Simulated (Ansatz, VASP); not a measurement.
One calculation of Pd, two programs

INCAR

```
  ALGO = Normal
  EDIFF = 1E-6
  ENCUT = 520
  GGA = CA
  ISIF = 2
  ISMEAR = -1
  LASPH = True
  LCHARG = True
  LELF = True
  LREAL = False
  LVHAR = True
  LWAVE = False
  NBANDS = 11
  NELM = 100
  PREC = Accurate
  SIGMA = 0.05
```

The input KPOINTS:

```
k-points
0
Gamma
  12 12 12
```

File POSCAR:

```
Pd
1.0
   -1.5510313546      1.5510313546      1.5510313546
    1.5510313546     -1.5510313546      1.5510313546
    1.5510313546      1.5510313546     -1.5510313546
Pd
1
Direct
    0.0000000000      0.0000000000      0.0000000000
```

Contents of input.yaml:

```yaml
crystal:
  lattice:
    - [-1.5510313546, 1.5510313546, 1.5510313546]
    - [1.5510313546, -1.5510313546, 1.5510313546]
    - [1.5510313546, 1.5510313546, -1.5510313546]
  atoms:
    - { symbol: Pd, position: [0.0, 0.0, 0.0] }
kpoints:
  mp_grid: { grid: [12, 12, 12] }
scf:
  occupations: { method: fermi_dirac, width: 0.05 }
hamiltonian:
  xc: lda
  pseudopotentials: { kind: all_electron, lapw: { basis_error: 0.001 } }
output:
  forces: true
  stress: true
  eigenvalues: true
```

Change from the starting cell: volume scaled by 0.96.

Alike in both runs: task single point; functional LDA; k mesh 12 × 12 × 12; occupations fermi-dirac, width 0.05 eV; no spin polarisation.

|  | VASP | Ansatz |
| --- | --- | --- |
| version | VASP 6.6.1 | Ansatz 0.2.0 |
| potentials or method | VASP PAW LDA potentials, release 64 (Pd) | all-electron LAPW, scalar-relativistic |
| plane-wave cutoff (eV) | 520 | see its input |

```tsv
	VASP	Ansatz	Ansatz less VASP
gap on the k mesh at the Fermi level (eV)	none	none	-
pressure (GPa)	-8.9	-9.1	-0.23
```

A gap of «none» marks a metal or a gap that the smearing closes. Ansatz ran all-electron here, so the differences hold the error of VASP's frozen core and of both bases.
